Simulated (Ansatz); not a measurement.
# ZnS: the cost of one run

Method: DFT PBE, scalar-relativistic, plane waves, PAW, in Ansatz 0.2.0.

5 further runs of the same task are left out: 2 that didn't finish, 3 set aside as unsound or not needed.

**1. The structure to begin with**

Symmetry: F-43m, No. 216, cubic system. Conventional cell: a = 5.443 Å, b = 5.443 Å, c = 5.443 Å, α = 90.00°, β = 90.00°, γ = 90.00°. Zn (site symmetry -43m) has 4 S at 2.36 Å as nearest neighbours. S (site symmetry -43m) has 4 Zn at 2.36 Å as nearest neighbours.

As a file:

```cif
data_structure
_symmetry_space_group_name_H-M 'P 1'
_symmetry_Int_Tables_number 1
_cell_length_a 3.8489
_cell_length_b 3.8489
_cell_length_c 3.8489
_cell_angle_alpha 60.000
_cell_angle_beta 60.000
_cell_angle_gamma 60.000
_cell_volume 40.32
loop_
_atom_site_label
_atom_site_type_symbol
_atom_site_fract_x
_atom_site_fract_y
_atom_site_fract_z
_atom_site_occupancy
Zn1 Zn 0.00000 0.00000 0.00000 1
S1 S 0.75000 0.75000 0.75000 1
```

It is the result of an earlier relaxation at this level (volume 20.16 Å³/atom; gap on the mesh: 2.02 eV).

**2. The film's bulk: MnS**

Relaxed beforehand at this level: -2400.9243 eV/atom, gap on the mesh none (metal).

```
Mn S
1.0
     0.00000   -2.82224   -2.82224
     2.82224    0.00000   -2.82224
     2.82224   -2.82224    0.00000
Mn S
1 1
Cartesian
  0.0000 0.0000 0.0000
  4.2334 -4.2334 -4.2334
```

**3. The bulk's band edges**

File input.yaml:

```yaml
crystal:
  lattice:
    - [0.0, 2.7215639854, 2.7215639854]
    - [2.7215639854, 0.0, 2.7215639854]
    - [2.7215639854, 2.7215639854, 0.0]
  atoms:
    - { symbol: Zn, position: [0.0, 0.0, 0.0] }
    - { symbol: S, position: [0.75, 0.75, 0.75] }
basis:
  ecutwfc: 420
kpoints:
  mp_grid: { grid: [10, 10, 10] }
  band_path: { path: [VBM, CBM], npoints: 2 }
hamiltonian:
  xc: pbe
scf:
  occupations: { method: gaussian, width: 0.02 }
output:
  forces: true
  stress: true
  eigenvalues: true
```

Run with:

```console
$ ansatz run input.yaml --threads 2 --pin off --max-ram 5120MiB --backend cpu --events-out ev --progress --plain --runs-dir out
```

Q: Estimate wall time and peak memory on 2 threads of Intel Xeon 6975P-C (Granite Rapids), shared host.

About 1.2 s, with a peak of 0.35 GiB.
